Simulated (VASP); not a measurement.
A run of VASP 6.6.1 is set up as follows.

Contents of INCAR:

```
PREC     = Accurate       # precision mode
ENCUT    = 520            # plane-wave cutoff, eV
EDIFF    = 1E-7           # SCF threshold, eV
ISMEAR   = 0              # smearing method
SIGMA    = 0.011          # smearing width, eV
LREAL    = F              # projectors in reciprocal space
LASPH    = T              # aspherical terms in the spheres
NELM     = 150            # most SCF steps
ALGO     = Normal         # electronic algorithm
ISIF     = 2              # what is computed and relaxed
LWAVE    = F              # write WAVECAR
LCHARG   = F              # write CHGCAR
ISPIN    = 2              # spin polarisation
MAGMOM   = 3              # initial moments
LORBIT   = 11             # projections on sites
LMAXMIX  = 4              # l up to which the mixer works
GGA      = PE             # functional
```

The input KPOINTS:

```
regular mesh
0
Gamma
  13 13 13
```

File POSCAR:

```
Fe
1.0
   -1.4430000000      1.4430000000      1.4430000000
    1.4430000000     -1.4430000000      1.4430000000
    1.4430000000      1.4430000000     -1.4430000000
Fe
1
Direct
    0.0000000000      0.0000000000      0.0000000000
```

Potentials or basis: VASP PAW PBE potentials, release 64 (Fe).

The run is started by

```console
$ cat potpaw_PBE.64/Fe/POTCAR > POTCAR
$ mpirun -np 1 vasp_std > vasp.out
```

Problem. What does it give for the site moments?

Solution. Fe +2.29 μB.

Problem. Estimate the pressure.

Solution. -9.1 GPa.
